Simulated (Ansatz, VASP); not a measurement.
**WS2: VASP beside Ansatz**

```
W S
1.0
     3.22541    0.00000    0.00000
    -1.61270    2.79329    0.00000
     0.00000    0.00000   17.17364
W S
1 2
Direct
  0.00000 0.00000 0.00000
  0.33333 0.66667 0.09200
  0.33333 0.66667 0.90800
```

Alike in both runs: task single point; functional r2SCAN; k mesh 10 × 10 × 2; occupations fermi-dirac, width 0.05 eV; no spin polarisation.

|  | VASP | Ansatz |
| --- | --- | --- |
| version | VASP 6.6.1 | Ansatz 0.2.0 |
| potentials or method | VASP PAW PBE potentials, release 64 (W_sv, S) | Ansatz PAW |
| plane-wave cutoff (eV) | 520 | 500 |
| valence electrons in the cell | 26 | 26 |

|  | VASP | Ansatz | Ansatz less VASP |
| --- | --- | --- | --- |
| gap on the k mesh at the Fermi level (eV) | 1.98 | 1.97 | -0.014 |
| least direct gap on the mesh (eV) | 2.16 | 2.16 | -0.004 |
| rms of the force components (eV/Å) | 0.321 | 0.330 | +0.0093 |

Atom by atom the forces differ by 0.009 eV/Å (rms over components).

Caveats: spin-orbit coupling is left out, which moves the levels of the heavy elements; the PAW data sets were made with another functional, which shifts forces and pressure a little (VASP); the PAW data sets come from PBE, with cores solved anew for the run's functional, which leaves a small shift of forces and pressure (Ansatz). r2SCAN opens gaps a little over a GGA but as a rule still falls short of measured ones.
